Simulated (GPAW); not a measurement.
Wanted: an ASE script for a GPAW 26.7.0 run.

* Task: relaxation of cell and atoms
* Functional: PBE
* Potentials or basis: GPAW PAW data sets (gpaw-data 1.2.1)
* Cutoff: 800 eV
* Basis: pw
* k mesh: 10 × 10 × 10
* Occupations: fermi-dirac, width 0.05 eV
* Spin: no spin polarisation
* Maxiter: 150
* Optimizer: FIRE
* Fmax: 0.02 eV/Å
* Max steps: 100
* Convergence: density=1e-05 forces=0.0001

The system is TiC.

```
Ti C
1.0
     3.04209    0.00000    0.00000
    -1.52104    2.63452    0.00000
     0.00000    0.00000    2.69797
Ti C
1 1
Direct
  0.00000 0.00000 0.50000
  0.33333 0.66667 0.00000
```

The cell was built by a generator and needn't be a form met in nature.

These files were run (other wordings do the same):

run.py

```python
from ase import Atoms
from ase.filters import FrechetCellFilter
from ase.io import write
from ase.optimize import FIRE
from gpaw import GPAW, PW

atoms = Atoms(['Ti', 'C'],
              cell=[[3.0420856234, 0.0, 0.0],
                    [-1.5210428117, 2.6345234303, 0.0],
                    [0.0, 0.0, 2.69797]],
              scaled_positions=[[0.0, 0.0, 0.5],
                                [0.3333333333, 0.6666666667, 0.0]],
              pbc=True)

calc = GPAW(mode=PW(800),
            xc='PBE',
            kpts={'size': (10, 10, 10), 'gamma': True},
            occupations={'name': 'fermi-dirac', 'width': 0.05},
            nbands=18,
            convergence={'density': 1e-05, 'forces': 0.0001},
            maxiter=150,
            txt='gpaw.txt')
atoms.calc = calc
opt = FIRE(FrechetCellFilter(atoms), trajectory='relax.traj', logfile='-')
done = opt.run(fmax=0.02, steps=100)
calc.write('gs.gpw')
write('result.traj', atoms)
print('Converged:', done)
print('Cell:', atoms.cell.cellpar().round(4))
print('Volume:', round(atoms.get_volume(), 4))
print(atoms.get_scaled_positions().round(5))
```

Potentials or basis: GPAW PAW data sets (gpaw-data 1.2.1), pw.

Command:

```console
$ OMP_NUM_THREADS=1 python run.py
```

Results of the run:

The relaxed volume is 10.83 Å³/atom. The relaxed cell is a = 3.044 Å, b = 3.044 Å, c = 2.699 Å, α = 90.00°, β = 90.00°, γ = 120.00°, the space group after relaxing (to 0.05 Å) is P-6m2 (No. 187) and the energy gained by relaxing is 0.1 meV/atom. The ionic steps are 3. The pressure after relaxing is 0.2 GPa. The band gap on the k mesh is none (metal or under the smearing width).

Caveat: later steps reuse the first step's grids.

Wall time 62 s on 1 thread of Arm Neoverse V1, on a shared host, peak memory 0.27 GiB.
